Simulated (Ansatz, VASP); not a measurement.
Te in VASP and in Ansatz

```
Te
1.0
    -1.88722    1.88722    1.88722
     1.88722   -1.88722    1.88722
     1.88722    1.88722   -1.88722
Te
1
Direct
  0.00000 0.00000 0.00000
```

Change from the starting cell: volume scaled by 0.9405.

Alike in both runs: task single point; functional PBE; k mesh 14 × 14 × 14; occupations fermi-dirac, width 0.05 eV; no spin polarisation.

```csv
,VASP,Ansatz
version,VASP 6.6.1,Ansatz 0.2.0
potentials or method,"VASP PAW PBE potentials, release 64 (Te), cutoff 520 eV","all-electron LAPW, scalar-relativistic"
```

Ansatz gave:

* pressure (GPa): 3.9

Question: Estimate VASP's values.

Answer: Pressure (GPa): 3.8.

Ansatz ran all-electron here, so the differences hold the error of VASP's frozen core and of both bases.

The runs have no spin-orbit coupling, so splittings on Te are missing.
